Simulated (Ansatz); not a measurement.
Crystal: HfN.

```
Hf N
1.0
     0.00000    2.25600    2.25600
     2.25600    0.00000    2.25600
     2.25600    2.25600    0.00000
Hf N
1 1
Direct
  0.00000 0.00000 0.00000
  0.50000 0.50000 0.50000
```

```yaml
Program: Ansatz 0.2.0
Task: relaxation of cell and atoms
Functional: PBEsol
Dispersion: D4
Potentials_or_basis: Ansatz PAW
Cutoff: "420 eV (not typed: the program's choice for these potentials)"
k_mesh: 10 × 10 × 10
Occupations: fermi-dirac, width 0.05 eV
Spin: no spin polarisation
```

At the start: volume 11.48 Å³/atom.

**Question.** Where does the relaxation end?

**Answer.** It ends after 7 steps and the volume is 11.30 Å³/atom (-1.6 %); space group Fm-3m (No. 225, to 0.05 Å).

The path:
| step | energy change (eV) | largest force (eV/Å) | volume (Å³) |
| --- | --- | --- | --- |
| 1 | 0.0000 | 0.0000 | 22.96 |
| 2 | -0.0057 | 0.0000 | 22.41 |
| 3 | -0.0065 | 0.0000 | 22.60 |
| 4 | -0.0065 | 0.0000 | 22.60 |
| 5 | -0.0053 | 0.0000 | 22.60 |
| 6 | -0.0053 | 0.0000 | 22.59 |
| 7 | -0.0053 | 0.0000 | 22.59 |

Final structure:
```cif
data_structure
_symmetry_space_group_name_H-M 'P 1'
_symmetry_Int_Tables_number 1
_cell_length_a 3.1731
_cell_length_b 3.1731
_cell_length_c 3.1731
_cell_angle_alpha 60.000
_cell_angle_beta 60.000
_cell_angle_gamma 60.000
_cell_volume 22.59
loop_
_atom_site_label
_atom_site_type_symbol
_atom_site_fract_x
_atom_site_fract_y
_atom_site_fract_z
_atom_site_occupancy
Hf1 Hf 0.00000 0.00000 0.00000 1
N1 N 0.50000 0.50000 0.50000 1
```

Caveat: the plane-wave basis is chosen anew once the cell has moved, so the energies of steps on either side of that aren't comparable; the pressure holds a Pulay correction of +0.5 GPa for the finite cutoff; the PAW data sets come from PBE, with cores solved anew for the run's functional, which leaves a small shift of forces and pressure.
